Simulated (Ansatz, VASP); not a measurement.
**AlGa3N4: VASP beside Ansatz**

File INCAR:

```
PREC = Accurate
ENCUT = 520
EDIFF = 1E-6
ISMEAR = 0
SIGMA = 0.01
LREAL = F
LASPH = T
NELM = 100
ALGO = Fast
ISIF = 2
LWAVE = F
LCHARG = T
LELF = T
LVHAR = T
NBANDS = 41
```

KPOINTS

```
regular mesh
0
Gamma
  4 4 4
```

Contents of POSCAR:

```
AlGa3N4
1.0
    4.4716853600      0.0000000000      0.0000000000
    0.0000000000      4.4716853600      0.0000000000
    0.0000000000      0.0000000000      4.4716853600
Al Ga N
1 3 4
Direct
    0.0000000000      0.0000000000      0.0000000000
    0.5000000000      0.5000000000      0.0000000000
    0.5000000000      0.0000000000      0.5000000000
    0.0000000000      0.5000000000      0.5000000000
    0.7557144200      0.7557144200      0.2442855800
    0.7557144200      0.2442855800      0.7557144200
    0.2442855800      0.7557144200      0.7557144200
    0.2442855800      0.2442855800      0.2442855800
```

Input for Ansatz:

```yaml
crystal:
  lattice:
    - [4.47168536, 0.0, 0.0]
    - [0.0, 4.47168536, 0.0]
    - [0.0, 0.0, 4.47168536]
  atoms:
    - { symbol: Al, position: [0.0, 0.0, 0.0] }
    - { symbol: Ga, position: [0.5, 0.5, 0.0] }
    - { symbol: Ga, position: [0.5, 0.0, 0.5] }
    - { symbol: Ga, position: [0.0, 0.5, 0.5] }
    - { symbol: "N", position: [0.75571442, 0.75571442, 0.24428558000000003] }
    - { symbol: "N", position: [0.75571442, 0.24428558000000003, 0.75571442] }
    - { symbol: "N", position: [0.24428558000000003, 0.75571442, 0.75571442] }
    - { symbol: "N", position: [0.24428558000000003, 0.24428558000000003, 0.24428558000000003] }
kpoints:
  mp_grid:
    grid: [4, 4, 4]
  band_path:
    path:
      - [0.0, 0.0, 0.0]
      - [0.0, 0.5, 0.0]
      - [0.5, 0.5, 0.0]
      - [0.0, 0.0, 0.0]
      - [0.5, 0.5, 0.5]
      - [0.0, 0.5, 0.0]
    npoints: 4
hamiltonian:
  xc: lda
  pseudopotentials:
    kind: paw
scf:
  occupations:
    method: fixed
```

The cell comes from a database or a generator and needn't be the stable form of this composition.

Alike in both runs: task single point; functional LDA; k mesh 4 × 4 × 4; no spin polarisation.

|  | VASP | Ansatz |
| --- | --- | --- |
| version | VASP 6.6.1 | Ansatz 0.2.0 |
| potentials or method | VASP PAW LDA potentials, release 64 (Al, Ga_d, N) | plane waves, PAW |
| plane-wave cutoff (eV) | 520 | 420 |
| occupations | gaussian, width 0.01 eV | fixed |
| valence electrons in the cell | 62 | 62 |

Ansatz gave:

- gap on the k mesh at the Fermi level (eV): 2.35

Task: Estimate VASP's values.

Result: gap on the k mesh at the Fermi level (eV): 2.36.

LDA gaps usually lie below the measured ones, often by a third to a half.
